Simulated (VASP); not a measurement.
Runs of VASP 6.6.1 on InP. Symmetry: F-43m, No. 216, cubic system. The conventional cell has a = 5.861 Å, b = 5.861 Å, c = 5.861 Å, α = 90.00°, β = 90.00°, γ = 90.00°. In (site symmetry -43m) has 4 P at 2.54 Å as nearest neighbours. P (site symmetry -43m) has 4 In at 2.54 Å as nearest neighbours. 

```csv
task,cell,k mesh,cutoff (eV),smearing,gap on the mesh (eV),pressure (GPa),relaxed volume (Å³/atom)
relaxation of cell and atoms,relaxed,8 × 8 × 8,600,gaussian 0.02 eV,0.57,0.0,25.40
single point,"F-43m, 25.39 Å³/atom",10 × 10 × 10,520,gaussian 0.02 eV,0.57,0.0,-
single point,"F-43m, 25.39 Å³/atom",8 × 8 × 8,520,gaussian 0.02 eV,0.57,0.0,-
single point,"F-43m, 25.17 Å³/atom",6 × 6 × 6,520,gaussian 0.1 eV,(a),0.6,-
relaxation of cell and atoms,relaxed,10 × 10 × 10,600,gaussian 0.02 eV,0.57,0.0,25.40
```

Alike in all rows: level PBEsol; potentials or basis VASP PAW PBE potentials, release 64 (In_d, P); no spin polarisation.

Task: Fill in the values left out.

Result: (a) 0.61.

Caveats: the PAW data sets were made with another functional, which shifts forces and pressure a little; spin-orbit coupling is left out, which moves the levels of the heavy elements.

A k mesh can miss the band edges, and the runs leave out spin-orbit coupling on In.
